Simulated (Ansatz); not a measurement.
# ZnO: which structure wins at one pressure, part 1 of 3

Aim: bring ZnO in several structures (CsCl, wurtzite, NiAs) to one pressure and rank them by enthalpy. The pressure is set by scaling the first phase. The runs shown use PAW and LAPW.

Computed with Ansatz 0.2.0 (DFT PBE, with the methods named in each step, unless a step's input says otherwise).

## Step 1: The system as given

The structure is cubic, space group Pm-3m (No. 221). The conventional cell has a = 2.714 Å, b = 2.714 Å, c = 2.714 Å, α = 90.00°, β = 90.00°, γ = 90.00°. Around Zn (site symmetry m-3m) lie 8 O at 2.35 Å. Around O (site symmetry m-3m) lie 8 Zn at 2.35 Å.

As a file:

```xyz
2
Lattice="2.7144 0.0000 0.0000 0.0000 2.7144 0.0000 0.0000 0.0000 2.7144" Properties=species:S:1:pos:R:3 pbc="T T T"
Zn    0.0000    0.0000    0.0000
O     1.3572    1.3572    1.3572
```

Atoms are numbered in the order of the input: Zn1, O2.

## Step 2: Cell relaxed at zero pressure, PAW

input.yaml

```yaml
crystal:
  lattice:
    - [2.7144176166, 0.0, 0.0]
    - [0.0, 2.7144176166, 0.0]
    - [0.0, 0.0, 2.7144176166]
  atoms:
    - { symbol: Zn, position: [0.0, 0.0, 0.0] }
    - { symbol: O, position: [0.5, 0.5, 0.5] }
kpoints:
  mp_grid: { grid: [15, 15, 15] }
scf:
  occupations: { method: fermi_dirac, width: 0.08 }
hamiltonian:
  xc: pbe
  pseudopotentials: { kind: paw }
output:
  forces: true
  stress: true
  write_density: true
  write_potential: true
  elf: true
  volumetric_format: npy
relax:
  f_tol: 0.005
  max_steps: 40
  cell: {}
```

Launch:

```
ansatz run input.yaml --threads 1 --pin off --max-ram 3584MiB --backend cpu --events-out ev --progress --plain --runs-dir out
```

Output, cut to the lines that bear on the results:

```text
[...]
Pseudopotentials: kind: paw
Pseudopotential: Zn, paw, valence charge 12, recommended cutoff 420 eV (normal)
Pseudopotential: O, paw, valence charge 6, recommended cutoff 420 eV (normal)
Functional definition: PBE
[...]
Crystal: 2 atoms, lattice volume = 20.000 Å³
Basis set: ecut = 420 eV, 389 PW (Γ), exchange–correlation on 40×40×40 points (8 copies of the dense FFT grid, shifted against one another)
Bands: 13, of which v1, the nominal top of the filled ones, is band 9 counted from 1 (8 counted from 0)
Symmetry: 48 space group operations
Space group: Pm-3m (ITA 221), of the structure as read, at distance tolerance 2.7e-5 Å
k-points: 120 of 3375
[...]
relax step   3: F+E_penalty+E_count = -3885.39359199 eV  Δ(F+E_penalty+E_count) = -1.864e-3 eV  max|allowed force component| = 6.492e-31 eV/Å  Δτ_max = 0.0000 Å  P = +0.076 GPa  Ω = 19.437 Å³  energy of the carried Pulay correction = +2.465e-3 eV  (6 SCF iters, dr2 threshold 2.00e-7 eV, accepted)
[...]
relax step   4: F+E_penalty+E_count = -3885.39355323 eV  Δ(F+E_penalty+E_count) = +3.876e-5 eV  max|allowed force component| = 2.958e-30 eV/Å  Δτ_max = 0.0000 Å  P = -0.001 GPa  Ω = 19.446 Å³  energy of the carried Pulay correction = +2.424e-3 eV  (6 SCF iters, accepted)
[...]
SCF iter   1: F=—  HF=-3885.391415 eV  |F-HF|=—  |Δ(HF+E_count)|=         —  Δρ=2.17e-4  dr2=1.47e-6  ethr=3.15e-8  ⟨swp⟩=3.0  Hψ=12850  notcnv=0
```

## Step 3: The output, continued: cell relaxed at zero pressure

The log, continued, cut to the lines that bear on the results:

```text
SCF iter   2: F=—  HF=-3885.391380 eV  |F-HF|=—  |Δ(HF+E_count)|=   3.47e-5  Δρ=1.28e-4  dr2=8.89e-7  ethr=8.17e-9  ⟨swp⟩=2.0  Hψ=2642  notcnv=0
[...]
relax step   5: F+E_penalty+E_count = -3885.39138050 eV  Δ(F+E_penalty+E_count) = +2.173e-3 eV  max|allowed force component| = 2.127e-29 eV/Å  Δτ_max = 0.0000 Å  P = -0.152 GPa  Ω = 19.446 Å³  stress off target by 1.52e-1 GPa  SCF on the basis re-selected at this cell (its energy is not [...]
  F+E_penalty+E_count = -3885.39134642 eV   max|allowed force component| = 9.121e-31 eV/Å   (the final SCF, on the basis selected at the relaxed cell)
  cell:  # Å, volume = 19.4279 Å³
    - [2.688286020446493, -4.81482486096809e-34, 9.629649721936178e-35]
    - [-2.2469182684517753e-34, 2.688286020446493, 0.0]
    - [4.81482486096809e-34, 0.0, 2.688286020446493]
  atoms:
    - { symbol: Zn, position: [-1.2813642927047517e-47, -4.619262095867177e-36, -4.4344916120551834e-36] }
    - { symbol: O, position: [0.5, 0.5, 0.5] }
```

Wall time 12 s (1 thread of Arm Neoverse V2, shared host); peak memory 0.32 GiB.

Relaxation path:

```
step  energy from step 1 (eV/cell)  largest force component (eV/Å)  pressure (GPa)  volume (Å³)
   1                        0.0000                          0.0000           -4.33        20.00
   2                       -0.0083                          0.0000           -1.59        19.64
   3                       -0.0101                          0.0000            0.08        19.44
   4                       -0.0101                          0.0000            0.00        19.45
   5                       -0.0079                          0.0000           -0.15        19.45
   6                       -0.0080                          0.0000            0.00        19.43
   7                       -0.0079                          0.0000            0.00        19.43
```

Step 1 is the start. Steps 5, 7 repeat the geometry before on a plane-wave basis chosen anew for that cell, so the energy can jump there without any move; the table keeps such jumps.

| input's cell | before | after | change |
| --- | --- | --- | --- |
| a (Å) | 2.714 | 2.688 | -1.0 % |
| b (Å) | 2.714 | 2.688 | -1.0 % |
| c (Å) | 2.714 | 2.688 | -1.0 % |
| volume (Å³/atom) | 10.00 | 9.71 | -2.9 % |

This run gives: pressure 0.00 GPa; no gap.

## Step 4: Volume scaled by 0.93, to set the pressure, PAW

input.yaml

```yaml
crystal:
  lattice:
    - [2.6240360052, 0.0, 0.0]
    - [0.0, 2.6240360052, 0.0]
    - [0.0, 0.0, 2.6240360052]
  atoms:
    - { symbol: Zn, position: [0.0, 0.0, 0.0] }
    - { symbol: O, position: [0.5, 0.5, 0.5] }
kpoints:
  mp_grid: { grid: [14, 14, 14] }
scf:
  occupations: { method: fermi_dirac, width: 0.08 }
hamiltonian:
  xc: pbe
  pseudopotentials: { kind: paw }
output:
  forces: true
  stress: true
  eigenvalues: true
```

Launch:

```
ansatz run input.yaml --threads 1 --pin off --max-ram 3584MiB --backend cpu --events-out ev --progress --plain --runs-dir out
```

Output, cut to the lines that bear on the results:

```text
[...]
[... 4 set-up lines as earlier in the session ...]
[...]
Crystal: 2 atoms, lattice volume = 18.068 Å³
Basis set: ecut = 420 eV, 365 PW (Γ), exchange–correlation on 36×36×36 points (8 copies of the dense FFT grid, shifted against one another)
[...]
  atom   2  O      0.00000000     0.00000000     0.00000000
[...]
--- Stress (GPa, compression-positive) ---
       13.622026       0.000000       0.000000
        0.000000      13.622026       0.000000
        0.000000       0.000000      13.622026
  P = ⅓ Tr σ = 13.6220 GPa (136.220 kbar)
--- Band table (eV; the first three rows and the last of 120) ---
  k-point 0: bands = ["-7.2865", "5.1344", "5.1344", "6.3882", "6.3882", "6.3882", "10.4099", "10.4099", "10.4099", "11.3383", "26.2119", "26.2119", "30.1044"]
[...]
```

Wall time 1.6 s (1 thread of Arm Neoverse V2, shared host); peak memory 0.29 GiB.

Read from it: pressure 13.62 GPa; no gap.

## Step 5: CsCl relaxed under pressure, PAW

Changes to input.yaml since step 4:

```diff
@@ -19 +19,5 @@
   eigenvalues: true
+relax:
+  f_tol: 0.005
+  max_steps: 40
+  cell: { p_target: 14.0, stress_tol: 0.03 }
```

Launch:

```
ansatz run input.yaml --threads 1 --pin off --max-ram 3584MiB --backend cpu --events-out ev --progress --plain --runs-dir out
```

Output:

```text
Engine: ansatz 0.2.0
[... 4 set-up lines as earlier in the session ...]
  parameter kappa = 0.804
  parameter beta = 0.06672455060314922
  exchange = pbe_x(kappa = kappa, mu = beta*pi^2/3)
  correlation = pbe_c(beta = beta)
Crystal: 2 atoms, lattice volume = 18.068 Å³
Basis set: ecut = 420 eV, 365 PW (Γ), exchange–correlation on 36×36×36 points (8 copies of the dense FFT grid, shifted against one another)
Bands: 13, of which v1, the nominal top of the filled ones, is band 9 counted from 1 (8 counted from 0)
[... 1 set-up line as earlier in the session ...]
Space group: Pm-3m (ITA 221), of the structure as read, at distance tolerance 2.6e-5 Å
k-points: 120 of 2744
Non-local potential: Zn, projectors of the file, l = 0: 2, l = 1: 2, l = 2: 3, l = 3: 1
Non-local potential: O, projectors of the file, l = 0: 2, l = 1: 2, l = 2: 1
PAW form: soft (Blöchl's): semilocal exchange-correlation on the pseudo side does not see the compensation charge
PAW one-centre angular grid: Zn, 590 points (default); XC on 64 Gauss nodes
PAW one-centre angular grid: O, 110 points (default); XC on 64 Gauss nodes
Initial density: superposition of atomic densities (neutral atoms: chi_scale 0, normalization atom), corrected by the library's trained network
Initial wavefunctions: pseudopotential atomic-orbital guess
Functional: x = pbe(κ = 0.804, μ = 0.2195149727645171), c = pbe(β = 0.06672455060314922)
SCF iter   1: F=—  HF=-3885.336950 eV  |F-HF|=—  |Δ(HF+E_count)|=         —  Δρ=3.00e-3  dr2=1.24e-3  ethr=1.77e-3  ⟨swp⟩=5.1  Hψ=8176  notcnv=0
preconditioner: auto → none  [insulator: Δε(μ)=0.325 eV  Ē_g=16.648 eV  σ=0.080 eV  W_gap=0.63  n_scr=6 (ndim 8)  ℏωp=37.1 eV  f_vac=0.000  D(μ)=0.04/eV (n_scr^D=0)  ε∞_Penn≈6.0]
SCF iter   2: F=—  HF=-3885.337308 eV  |F-HF|=—  |Δ(HF+E_count)|=   3.57e-4  Δρ=8.08e-4  dr2=7.69e-5  ethr=6.87e-6  ⟨swp⟩=2.1  Hψ=3317  notcnv=0
SCF iter   3: F=—  HF=-3885.337245 eV  |F-HF|=—  |Δ(HF+E_count)|=   6.31e-5  Δρ=2.10e-4  dr2=4.30e-6  ethr=4.27e-7  ⟨swp⟩=2.7  Hψ=2592  notcnv=0
SCF iter   4: F=—  HF=-3885.337248 eV  |F-HF|=—  |Δ(HF+E_count)|=   3.19e-6  Δρ=6.51e-5  dr2=2.39e-7  ethr=2.39e-8  ⟨swp⟩=2.1  Hψ=2451  notcnv=0
iter 5 did not close the SCF: its close was put off for the readings that it lacked (scf_convergence_deferred on its scf_iter line)
SCF iter   5: F=-3885.337248 eV  HF=-3885.337248 eV  |F-HF|=1.09e-8  |Δ(HF+E_count)|=   3.89e-7  Δρ=1.29e-5  dr2=1.49e-8  ethr=1.33e-9  ⟨swp⟩=2.0  Hψ=2569  notcnv=0
SCF iter   6: F=-3885.337248 eV  HF=-3885.337248 eV  |F-HF|=3.03e-10  |Δ(HF+E_count)|=   1.77e-9  Δρ=1.87e-6  dr2=2.72e-10  ethr=8.26e-11  ⟨swp⟩=2.0  Hψ=5085  notcnv=0
SCF 1 converged in 6 iterations: F = -3885.337248 eV  dr2 = 2.72e-10
relax step   1: F+E_penalty+E_count = -3885.33724824 eV  Δ(F+E_penalty+E_count) = +0.000e0 eV  max|allowed force component| = 6.810e-29 eV/Å  Δτ_max = 0.0000 Å  P = +13.622 GPa  Ω = 18.068 Å³  (6 SCF iters, dr2 threshold 1.00e-7 eV, accepted)
Crystal: 2 atoms, lattice volume = 18.049 Å³
Initial density: handed on by an earlier stage of this run
Initial wavefunctions: those handed on with the density
iter 1 solved again at ethr=1.56e-8 eV; its pass at ethr=3.10e-3 eV (dr2=2.80e-6 eV) is discarded
SCF iter   1: F=—  HF=-3885.335786 eV  |F-HF|=—  |Δ(HF+E_count)|=         —  Δρ=1.44e-4  dr2=2.55e-6  ethr=1.56e-8  ⟨swp⟩=2.1  Hψ=10086  notcnv=0
preconditioner: auto → none  [insulator: Δε(μ)=0.313 eV  Ē_g=16.658 eV  σ=0.080 eV  W_gap=0.60  n_scr=6 (ndim 8)  ℏωp=37.1 eV  f_vac=0.000  D(μ)=0.04/eV (n_scr^D=0)  ε∞_Penn≈6.0]
SCF iter   2: F=—  HF=-3885.335693 eV  |F-HF|=—  |Δ(HF+E_count)|=   9.32e-5  Δρ=4.53e-5  dr2=2.79e-7  ethr=1.42e-8  ⟨swp⟩=2.5  Hψ=2725  notcnv=0
iter 3 did not close the SCF: its close was put off for the readings that it lacked (scf_convergence_deferred on its scf_iter line)
SCF iter   3: F=-3885.335693 eV  HF=-3885.335693 eV  |F-HF|=3.15e-8  |Δ(HF+E_count)|=   6.69e-8  Δρ=1.57e-5  dr2=2.84e-8  ethr=1.55e-9  ⟨swp⟩=2.1  Hψ=2441  notcnv=0
iter 4 did not close the SCF: its close was put off for the readings that it lacked (scf_convergence_deferred on its scf_iter line)
SCF iter   4: F=-3885.335693 eV  HF=-3885.335693 eV  |F-HF|=6.81e-10  |Δ(HF+E_count)|=   9.51e-9  Δρ=4.75e-6  dr2=1.39e-9  ethr=1.58e-10  ⟨swp⟩=2.1  Hψ=2432  notcnv=0
iter 5 did not close the SCF: its close was put off for the readings that it lacked (scf_convergence_deferred on its scf_iter line)
SCF iter   5: F=-3885.335693 eV  HF=-3885.335693 eV  |F-HF|=8.64e-12  |Δ(HF+E_count)|=  8.21e-10  Δρ=3.49e-7  dr2=1.58e-11  ethr=7.71e-12  ⟨swp⟩=2.1  Hψ=2588  notcnv=0
SCF iter   6: F=-3885.335693 eV  HF=-3885.335693 eV  |F-HF|=0.00e0  |Δ(HF+E_count)|=  9.09e-13  Δρ=5.31e-8  dr2=1.31e-13  ethr=1.00e-12  ⟨swp⟩=1.0  Hψ=3601  notcnv=0
SCF 2 converged in 6 iterations: F = -3885.335693 eV  dr2 = 1.31e-13
relax step   2: F+E_penalty+E_count = -3885.33569320 eV  Δ(F+E_penalty+E_count) = +1.555e-3 eV  max|allowed force component| = 1.027e-30 eV/Å  Δτ_max = 0.0000 Å  P = +13.862 GPa  Ω = 18.049 Å³  energy of the carried Pulay correction = +9.827e-5 eV  (6 SCF iters, dr2 threshold 2.00e-7 eV, accepted)
Crystal: 2 atoms, lattice volume = 18.038 Å³
iter 1 solved again at ethr=5.30e-9 eV; its pass at ethr=3.10e-3 eV (dr2=9.54e-7 eV) is discarded
SCF iter   1: F=—  HF=-3885.334880 eV  |F-HF|=—  |Δ(HF+E_count)|=         —  Δρ=8.38e-5  dr2=8.69e-7  ethr=5.30e-9  ⟨swp⟩=2.1  Hψ=10082  notcnv=0
preconditioner: auto → none  [insulator: Δε(μ)=0.315 eV  Ē_g=16.663 eV  σ=0.080 eV  W_gap=0.61  n_scr=6 (ndim 8)  ℏωp=37.1 eV  f_vac=0.000  D(μ)=0.04/eV (n_scr^D=0)  ε∞_Penn≈6.0]
SCF iter   2: F=—  HF=-3885.334787 eV  |F-HF|=—  |Δ(HF+E_count)|=   9.28e-5  Δρ=2.59e-5  dr2=9.02e-8  ethr=4.83e-9  ⟨swp⟩=2.0  Hψ=2501  notcnv=0
iter 3 did not close the SCF: its close was put off for the readings that it lacked (scf_convergence_deferred on its scf_iter line)
SCF iter   3: F=-3885.334787 eV  HF=-3885.334787 eV  |F-HF|=1.00e-8  |Δ(HF+E_count)|=   2.17e-8  Δρ=8.78e-6  dr2=8.92e-9  ethr=5.01e-10  ⟨swp⟩=2.1  Hψ=2448  notcnv=0
iter 4 did not close the SCF: its close was put off for the readings that it lacked (scf_convergence_deferred on its scf_iter line)
SCF iter   4: F=-3885.334787 eV  HF=-3885.334787 eV  |F-HF|=2.08e-10  |Δ(HF+E_count)|=   3.03e-9  Δρ=2.71e-6  dr2=4.63e-10  ethr=4.96e-11  ⟨swp⟩=2.1  Hψ=2424  notcnv=0
iter 5 did not close the SCF: its close was put off for the readings that it lacked (scf_convergence_deferred on its scf_iter line)
SCF iter   5: F=-3885.334787 eV  HF=-3885.334787 eV  |F-HF|=5.46e-12  |Δ(HF+E_count)|=  2.60e-10  Δρ=3.01e-7  dr2=1.25e-11  ethr=2.57e-12  ⟨swp⟩=2.0  Hψ=2633  notcnv=0
SCF iter   6: F=-3885.334787 eV  HF=-3885.334787 eV  |F-HF|=9.09e-13  |Δ(HF+E_count)|=    0.00e0  Δρ=5.14e-8  dr2=2.02e-13  ethr=1.00e-12  ⟨swp⟩=1.1  Hψ=3609  notcnv=0
SCF 3 converged in 6 iterations: F = -3885.334787 eV  dr2 = 2.02e-13
relax step   3: F+E_penalty+E_count = -3885.33478707 eV  Δ(F+E_penalty+E_count) = +9.061e-4 eV  max|allowed force component| = 2.695e-30 eV/Å  Δτ_max = 0.0000 Å  P = +14.000 GPa  Ω = 18.038 Å³  energy of the carried Pulay correction = +1.548e-4 eV  (6 SCF iters, dr2 threshold 4.76e-8 eV, accepted)
Initial wavefunctions: pseudopotential atomic-orbital guess (no wavefunctions were taken with the density)
iter 1 solved again at ethr=3.18e-8 eV; its pass at ethr=3.10e-3 eV (dr2=5.72e-6 eV) is discarded
SCF iter   1: F=—  HF=-3885.334781 eV  |F-HF|=—  |Δ(HF+E_count)|=         —  Δρ=1.07e-5  dr2=3.32e-9  ethr=3.18e-8  ⟨swp⟩=3.0  Hψ=12749  notcnv=0
preconditioner: auto → none  [insulator: Δε(μ)=0.315 eV  Ē_g=16.663 eV  σ=0.080 eV  W_gap=0.60  n_scr=6 (ndim 8)  ℏωp=37.1 eV  f_vac=0.000  D(μ)=0.04/eV (n_scr^D=0)  ε∞_Penn≈6.0]
SCF iter   2: F=—  HF=-3885.334688 eV  |F-HF|=—  |Δ(HF+E_count)|=   9.28e-5  Δρ=5.25e-6  dr2=1.26e-9  ethr=1.84e-11  ⟨swp⟩=2.4  Hψ=2823  notcnv=0
SCF iter   3: F=—  HF=-3885.334688 eV  |F-HF|=—  |Δ(HF+E_count)|=   1.09e-9  Δρ=1.17e-6  dr2=6.24e-11  ethr=6.98e-12  ⟨swp⟩=2.0  Hψ=2642  notcnv=0
SCF iter   4: F=—  HF=-3885.334688 eV  |F-HF|=—  |Δ(HF+E_count)|=  2.46e-11  Δρ=5.27e-7  dr2=2.29e-11  ethr=1.00e-12  ⟨swp⟩=2.0  Hψ=2477  notcnv=0
iter 5 did not close the SCF: its close was put off for the readings that it lacked (scf_convergence_deferred on its scf_iter line)
SCF iter   5: F=-3885.334688 eV  HF=-3885.334688 eV  |F-HF|=9.09e-13  |Δ(HF+E_count)|=  2.27e-12  Δρ=1.51e-7  dr2=1.26e-12  ethr=1.00e-12  ⟨swp⟩=1.0  Hψ=1560  notcnv=0
iter 6 did not close the SCF: its close was put off for the readings that it lacked (scf_convergence_deferred on its scf_iter line)
SCF iter   6: F=-3885.334688 eV  HF=-3885.334688 eV  |F-HF|=4.55e-13  |Δ(HF+E_count)|=  1.36e-12  Δρ=1.84e-8  dr2=1.66e-14  ethr=1.00e-12  ⟨swp⟩=1.0  Hψ=1560  notcnv=0
iter 7 did not close the SCF: its close was put off for the readings that it lacked (scf_convergence_deferred on its scf_iter line)
SCF iter   7: F=-3885.334688 eV  HF=-3885.334688 eV  |F-HF|=4.55e-13  |Δ(HF+E_count)|=  9.09e-13  Δρ=2.57e-9  dr2=4.75e-16  ethr=1.00e-12  ⟨swp⟩=1.0  Hψ=1560  notcnv=0
iter 8 did not close the SCF: its close was put off for the readings that it lacked (scf_convergence_deferred on its scf_iter line)
SCF iter   8: F=-3885.334688 eV  HF=-3885.334688 eV  |F-HF|=4.55e-13  |Δ(HF+E_count)|=    0.00e0  Δρ=1.09e-9  dr2=1.16e-16  ethr=1.00e-12  ⟨swp⟩=1.0  Hψ=1560  notcnv=0
SCF iter   9: F=-3885.334688 eV  HF=-3885.334688 eV  |F-HF|=9.09e-13  |Δ(HF+E_count)|=  4.55e-13  Δρ=4.72e-10  dr2=2.35e-17  ethr=1.00e-12  ⟨swp⟩=1.8  Hψ=3961  notcnv=0
SCF 4 converged in 9 iterations: F = -3885.334688 eV  dr2 = 2.35e-17
relax step   4: F+E_penalty+E_count = -3885.33468835 eV  Δ(F+E_penalty+E_count) = +9.872e-5 eV  max|allowed force component| = 6.640e-30 eV/Å  Δτ_max = 0.0000 Å  P = +13.989 GPa  Ω = 18.038 Å³  stress off target by 1.15e-2 GPa  SCF on the basis re-selected at this cell (its energy is not comparable with the rows above)  (9 SCF iters)
basis re-selected at this cell: Δ(F+E_penalty+E_count) = +9.872e-5 eV, ΔP = -0.012 GPa vs the last step (what re-selecting the basis moved, of the pressure what is left beyond the Pulay correction that the steps carried, after the strain that the cell walked since its last selection, with what the two solves' SCF thresholds leave and, on support functions, any second-order correction that the steps lacked; it is no measure of the basis error at this ecutwfc). This SCF's stress stands 1.15e-2 GPa from its target on what of the cell is left free (relax.cell.stress_tol is 3.00e-2 GPa) and its largest allowed force component is 6.64e-30 eV/Å (relax.f_tol is 5.00e-3 eV/Å): within both
SCF converged after 9 iterations
Free energy (F): -3885.334688 eV
Harris-Foulkes:  -3885.334688 eV  (|F-HF|=9.09e-13)
Internal energy: -3885.333345 eV  (E = F + TS)
E sigma→0 (E₀):  -3885.334017 eV
Entropy (-TS):   -0.001343 eV (-0.672 meV/atom)
Fermi energy:    12.080840 eV
--- Per-component energies (eV) ---
  E_band       = 101.067932
  E_kinetic    = 307.550037
  E_local      = -1593.432787  (includes V_loc(G=0)·N_el)
  E_nonlocal   = 668.435282
  E_hartree    = 653.067551
  E_xc         = -210.632027
  E_vxc        = -145.938761  (∫ρ·V_xc dr)
  E_paw        = -1991.215769  (= ΣΔE_a)
  E_vpaw       = -441.683091  (= ΣTr[D̂ρ^β])
  E_aug_tail   = 0.002149  (compensation charges beyond the density's cutoff)
  E_ewald      = -1719.107782
  E_smearing   = -0.001343  (= −TS)
  E_closure    = 0.000000  (closes the sum)
  Σ components = -3885.334688   (vs F -3885.334688, Δ=0.00e0)
--- Forces (eV/Å), atoms counted from 1 ---
  atom   1  Zn    -0.00000000    -0.00000000     0.00000000
  atom   2  O      0.00000000     0.00000000     0.00000000
  max |Σ_I F_I| component: 1.20e-29 eV/Å
--- Stress (GPa, compression-positive) ---
       13.988540       0.000000      -0.000000
        0.000000      13.988540       0.000000
       -0.000000       0.000000      13.988540
  P = ⅓ Tr σ = 13.9885 GPa (139.885 kbar)
--- Band table (eV; the first three rows and the last of 120) ---
  k-point 0: bands = ["-7.2711", "5.1600", "5.1600", "6.4180", "6.4180", "6.4180", "10.4360", "10.4360", "10.4360", "11.3787", "26.2504", "26.2504", "30.1585"]
  k-point 1: bands = ["-7.2132", "5.1680", "5.1689", "6.3748", "6.3748", "6.4200", "9.6390", "10.5087", "10.5087", "12.1260", "25.8357", "26.3237", "30.0774"]
  k-point 2: bands = ["-7.0455", "5.1569", "5.1901", "6.2601", "6.2601", "6.4255", "8.5619", "10.7074", "10.7074", "13.1148", "24.8419", "26.5428", "29.8323"]
  k-point 119: bands = ["-4.0066", "4.3126", "4.3126", "4.3126", "6.7249", "6.7249", "10.3967", "10.3967", "10.3967", "17.3941", "17.3941", "17.3941", "22.0958"]
--- Relaxed structure (3 steps of the walk, 3 accepted, 1 SCFs on fresh bases) ---
  F+E_penalty+E_count = -3885.33468835 eV   max|allowed force component| = 6.640e-30 eV/Å   (the final SCF, on the basis selected at the relaxed cell)
  cell:  # Å, volume = 18.0376 Å³
    - [2.622566074863203, 1.4444474582904269e-34, -8.024708101613482e-36]
    - [1.4444474582904269e-34, 2.622566074863203, 1.0030885127016853e-36]
    - [-8.024708101613482e-36, 1.0030885127016853e-36, 2.622566074863203]
  atoms:
    - { symbol: Zn, position: [2.2936160420472734e-36, -1.911346701522954e-37, 9.556733509005458e-38] }
    - { symbol: O, position: [0.49999999999999994, 0.49999999999999994, 0.49999999999999994] }
```

Run time: 7.3 s. Hardware: 1 thread of Arm Neoverse V2, shared host; peak memory 0.31 GiB.

Relaxation path:

```
step  energy from step 1 (eV/cell)  largest force component (eV/Å)  pressure (GPa)  volume (Å³)
   1                        0.0000                          0.0000           13.62        18.07
   2                        0.0016                          0.0000           13.86        18.05
   3                        0.0025                          0.0000           14.00        18.04
   4                        0.0026                          0.0000           13.99        18.04
```

Step 1 is the start. Step 4 repeats the geometry before on a plane-wave basis chosen anew for that cell, so the energy can jump there without any move; the table keeps such jumps.

| input's cell | before | after | change |
| --- | --- | --- | --- |
| a (Å) | 2.624 | 2.623 | -0.1 % |
| b (Å) | 2.624 | 2.623 | -0.1 % |
| c (Å) | 2.624 | 2.623 | -0.1 % |
| volume (Å³/atom) | 9.03 | 9.02 | -0.2 % |

Result: pressure 13.99 GPa; no gap.

(Continued in part 2 of 3.)
